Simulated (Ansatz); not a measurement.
# Run record: Fe

The cell (2 atoms) is Fe as an experimental structure (space group Fm-3m, primitive cell doubled). The computed pressure is over 10 GPa in size, so the cell is far from the computed equilibrium volume. Source: COD entry 9015321; it may be a high-temperature, high-pressure or metastable form.

Method: Ansatz, DFT, PBEsol, PAW, plane waves, scalar-relativistic.

The input:

```yaml
crystal:
  lattice:
    - [-1.7425, -1.7425, -3.485]
    - [1.7425, -1.7425, 0.0]
    - [-1.7425, -1.7425, 0.0]
  atoms:
    - { symbol: Fe, position: [0.0, 0.0, 0.0], spin: 4.0 }
    - { symbol: Fe, position: [0.5, 0.5, 0.0], spin: -4.0 }
magnetization:
  spin_polarized: true
hamiltonian:
  xc: pbesol
  pseudopotentials: { kind: paw }
basis:
  ecutwfc: 420
kpoints:
  mp_grid: { grid: [7, 10, 12] }
scf:
  occupations: { method: fermi_dirac, width: 0.1 }
output:
  forces: true
  stress: true
```

Program output, abridged:

```
Warning: crystal.symmetry: narrowed to the stabiliser of the k-point mesh — unitary ops 16 → 4; excluded 12 operations that carry a point of the 7×10×12 mesh (shift [0, 0, 0]) off the mesh (the run samples exactly the mesh kpoints.mp_grid names, as under crystal.symmetry.detect: false, and its converged state has the mesh's symmetry, not the crystal's; [...]
Pseudopotentials: kind: paw
Pseudopotential: Fe, paw, valence charge 16, recommended cutoff 420 eV (normal), Fe.paw.azcp
Functional definition: PBEsol
Crystal: 2 atoms, lattice volume = 21.163 Å³
Basis set: ecut = 420 eV, 387 PW (Γ), exchange–correlation on 60×36×36 points (8 copies of the dense FFT grid, shifted against one another)
Bands: 24, of which v1, the nominal top of the filled ones, is band 16 counted from 1 (15 counted from 0)
Symmetry: 4 space group operations
k-points: 258 of 840
Non-local potential: Fe, projectors of the file, l = 0: 3, l = 1: 2, l = 2: 3, l = 3: 1
PAW frozen core: Fe, regenerated for the run's functional, and the local potential with it (the file was generated under x = pbe(κ = 0.804, μ = 0.2195149727645171), c = pbe(β = 0.06672455060314922))
Initial density: superposition of atomic densities (chi_scale 0.1, normalization cell)
Starting moments: Σ|m| = 8 μB on 2 of 2 sites
Initial wavefunctions: pseudopotential atomic-orbital guess
Functional: x = pbesol(κ = 0.804, μ = 0.12345679012345678), c = pbesol(β = 0.046)
spin-down is spin-up translated by (0.5, 0.5, 0): one eigenproblem is solved per k-point and the antiferromagnetic symmetry of the starting moments is kept exactly by this SCF (crystal.symmetry.spin_inversion_symmetry: false solves both channels; [...]
SCF iter   1: F=—  HF=-8900.840285 eV  |F-HF|=—  |Δ(HF+E_count)|=         —  Δρ=2.99e-1 (↑2.99e-1 ↓2.99e-1)  dr2=5.37e0  dr2_m=1.55e1  M=0.000 μB ∫|m|=2.965 μB  β_m=0.30  ethr=3.10e-3  ⟨swp⟩=4.6  Hψ=22859  notcnv=0  defer=101
Mixer restart at iter 1: flushing history
preconditioner: auto → none  [metal: Δε(μ)=0.011 eV  Ē_g=10.384 eV  σ=0.100 eV  W_gap=0.03  n_scr=6 (ndim 8)  ℏωp=32.3 eV  f_vac=0.000  D(μ)=2.73/eV (n_scr^D=36)  sad-step TF]
SCF iter   2: F=—  HF=-8897.395047 eV  |F-HF|=—  |Δ(HF+E_count)|=    3.45e0  Δρ=1.74e-1 (↑1.74e-1 ↓1.74e-1)  dr2=5.77e-1  dr2_m=5.69e0  M=0.000 μB ∫|m|=3.329 μB  β_m=0.49  ethr=3.10e-3  ⟨swp⟩=3.0  Hψ=12801  notcnv=0  defer=203
SCF iter   3: F=—  HF=-8897.832436 eV  |F-HF|=—  |Δ(HF+E_count)|=   4.37e-1  Δρ=9.62e-2 (↑9.62e-2 ↓9.62e-2)  dr2=8.37e-1  dr2_m=1.49e0  M=0.000 μB ∫|m|=2.791 μB  β_m=0.49  ethr=1.80e-3  ⟨swp⟩=3.0  Hψ=11377  notcnv=0  defer=203
SCF iter   4: F=—  HF=-8897.585921 eV  |F-HF|=—  |Δ(HF+E_count)|=   2.47e-1  Δρ=1.20e-2 (↑1.20e-2 ↓1.20e-2)  dr2=2.05e-2  dr2_m=1.94e-2  M=0.000 μB ∫|m|=2.734 μB  β_m=0.74  ethr=1.80e-3  ⟨swp⟩=2.6  Hψ=11301  notcnv=0  defer=213
SCF iter   5: F=—  HF=-8897.624993 eV  |F-HF|=—  |Δ(HF+E_count)|=   3.91e-2  Δρ=2.51e-3 (↑2.51e-3 ↓2.51e-3)  dr2=1.77e-3  dr2_m=5.40e-4  M=0.000 μB ∫|m|=2.510 μB  β_m=0.87  ethr=6.40e-5  ⟨swp⟩=2.0  Hψ=10803  notcnv=0  defer=221
SCF iter   6: F=—  HF=-8897.624976 eV  |F-HF|=—  |Δ(HF+E_count)|=   1.66e-5  Δρ=1.55e-3 (↑1.55e-3 ↓1.55e-3)  dr2=1.30e-3  dr2_m=1.17e-5  M=0.000 μB ∫|m|=2.469 μB  β_m=0.89  ethr=5.54e-6  ⟨swp⟩=2.5  Hψ=9431  notcnv=0  defer=220
SCF iter   7: F=—  HF=-8897.625008 eV  |F-HF|=—  |Δ(HF+E_count)|=   3.16e-5  Δρ=4.99e-4 (↑4.99e-4 ↓4.99e-4)  dr2=1.16e-4  dr2_m=5.43e-6  M=0.000 μB ∫|m|=2.482 μB  β_m=0.95  ethr=4.06e-6  ⟨swp⟩=2.2  Hψ=7521  notcnv=0  defer=220
SCF iter   8: F=—  HF=-8897.624991 eV  |F-HF|=—  |Δ(HF+E_count)|=   1.66e-5  Δρ=6.81e-5 (↑6.81e-5 ↓6.81e-5)  dr2=1.13e-6  dr2_m=5.05e-7  M=0.000 μB ∫|m|=2.486 μB  β_m=0.96  ethr=3.61e-7  ⟨swp⟩=2.2  Hψ=8314  notcnv=0  defer=220
SCF iter   9: F=—  HF=-8897.624993 eV  |F-HF|=—  |Δ(HF+E_count)|=   1.31e-6  Δρ=1.90e-5 (↑1.90e-5 ↓1.90e-5)  dr2=7.83e-9  dr2_m=6.73e-8  M=0.000 μB ∫|m|=2.486 μB  β_m=0.98  ethr=3.54e-9  ⟨swp⟩=2.1  Hψ=9993  notcnv=0  defer=220
SCF iter  10: F=-8897.624993 eV  HF=-8897.624993 eV  |F-HF|=7.99e-10  |Δ(HF+E_count)|=   1.02e-8  Δρ=1.34e-6 (↑1.34e-6 ↓1.34e-6)  dr2=9.37e-10  dr2_m=1.34e-11  M=0.000 μB ∫|m|=2.485 μB  ethr=2.45e-11  ⟨swp⟩=1.5  Hψ=17293  notcnv=0
SCF 1 converged in 10 iterations: F = -8897.624993 eV  dr2 = 9.37e-10
  greatest PAW one-centre occupation: 1.000 electrons in one spin orbital (limit 2), on the Fe atom at site 1 (counted from 0), in its partial waves of l = 0
SCF converged after 10 iterations
Magnetization: 0.0000 μB (16.0000 up, 16.0000 down)
Absolute magnetization: 2.4855 μB (∫|ρ↑−ρ↓|, with the PAW one-centre terms)
Spin contamination: 0.7327 ħ² per cell (⟨S²⟩ above its minimum at these occupations)
Per-site moments (μB) at R_I (Å): [(1.2042, 1.0165), (-1.2042, 1.0165)]
Free energy (F): -8897.624993 eV
Harris-Foulkes:  -8897.624993 eV  (|F-HF|=7.99e-10)
Internal energy: -8897.520956 eV  (E = F + TS)
E sigma→0 (E₀):  -8897.572974 eV
Entropy (-TS):   -0.104037 eV (-52.018 meV/atom)
Fermi energy:    20.161870 eV
--- Per-component energies (eV) ---
  E_band       = -381.409789
  E_kinetic    = 707.015887
  E_local      = -3944.465682  (includes V_loc(G=0)·N_el)
  E_nonlocal   = 432.042831
  E_hartree    = 1659.236545
  E_xc         = -236.521437
  E_vxc        = -305.914579  (∫ρ·V_xc dr)
  E_paw        = -2665.485083  (= ΣΔE_a)
  E_vpaw       = -588.565726  (= ΣTr[D̂ρ^β])
  E_aug_tail   = 0.001867  (compensation charges beyond the density's cutoff)
  E_ewald      = -4849.704287
  E_core_change = 0.358403  (= ΣΔE_core)
  E_smearing   = -0.104037  (= −TS)
  E_closure    = -0.000000  (closes the sum)
  Σ components = -8897.624993   (vs F -8897.624993, Δ=0.00e0)
--- Forces (eV/Å), atoms counted from 1 ---
  atom   1  Fe    -0.00000000     0.00000000     0.00000000
  atom   2  Fe     0.00000000    -0.00000000     0.00000000
  max |Σ_I F_I| component: 7.42e-29 eV/Å
--- Stress (GPa, compression-positive) ---
      -13.983183      -0.221640      -0.018647
       -0.221640     -13.983183      -0.018647
       -0.018647      -0.018647      -3.516259
  P = ⅓ Tr σ = -10.4942 GPa (-104.942 kbar)
```

Among 13 converged runs of this cell from various starts and settings, this end is the lowest found.

The mesh is too coarse to rank close states of a metal with certainty: differences of some tens of meV/atom may change, at times in sign. The mesh has less symmetry than the lattice, which lowers the symmetry of the run.

The run took 10 s on 2 threads of Intel(R) Xeon(R) Platinum 8259CL CPU @ 2.50GHz (shared host), peak memory 0.61 GiB.
